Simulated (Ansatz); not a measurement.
Set up this calculation in Ansatz 0.2.0, as the native input.

- Task: relaxation of cell and atoms
- Functional: PBE
- Dispersion: D3(BJ)
- Potentials or basis: Ansatz PAW
- Cutoff: 420 eV (not typed: the program's choice for these potentials)
- k mesh: 8 × 8 × 8
- Occupations: fermi-dirac, width 0.05 eV
- Spin: no spin polarisation

Crystal: InPd.

```
In Pd
1.0
     3.27188    0.00000    0.00000
     0.00000    3.27188    0.00000
     0.00000    0.00000    3.27188
In Pd
1 1
Direct
  0.00000 0.00000 0.00000
  0.50000 0.50000 0.50000
```

The cell comes from a database or a generator and needn't be the stable form of this composition.

These files were run (other wordings do the same):

input.yaml

```yaml
crystal:
  lattice:
    - [3.27188478, 0.0, 0.0]
    - [0.0, 3.27188478, 0.0]
    - [0.0, 0.0, 3.27188478]
  atoms:
    - { symbol: In, position: [0.0, 0.0, 0.0] }
    - { symbol: Pd, position: [0.5, 0.5, 0.5] }
hamiltonian:
  xc: pbe
  pseudopotentials: { kind: paw }
  dispersion: d3bj
kpoints:
  mp_grid: { grid: [8, 8, 8] }
scf:
  occupations: { method: fermi_dirac, width: 0.05 }
output:
  forces: true
  stress: true
  eigenvalues: true
relax:
  f_tol: 0.01
  max_steps: 40
  cell: { stress_tol: 0.05 }
```

Potentials or basis: Ansatz PAW.

Command:

```console
$ ansatz run input.yaml --threads 2 --pin off --max-ram 5632MiB --backend cpu --events-out ev --progress --plain --runs-dir out
```

Results of the run:

The relaxed volume is 17.31 Å³/atom and the relaxed cell is a = 3.259 Å, b = 3.259 Å, c = 3.259 Å, α = 90.00°, β = 90.00°, γ = 90.00°. The space group after relaxing (to 0.05 Å) is Pm-3m (No. 221) and the energy gained by relaxing is 1.0 meV/atom. The ionic steps are 4. The pressure after relaxing is 0.0 GPa and the band gap on the k mesh is none (metal or under the smearing width).

Caveat: the plane-wave basis is chosen anew once the cell has moved, so the energies of steps on either side of that aren't comparable; pairwise dispersion overbinds metals, which lowers pressure and volume.

Run time: 4.4 s on 2 threads of Arm Neoverse V1, with other jobs on the host, peak memory 0.32 GiB.
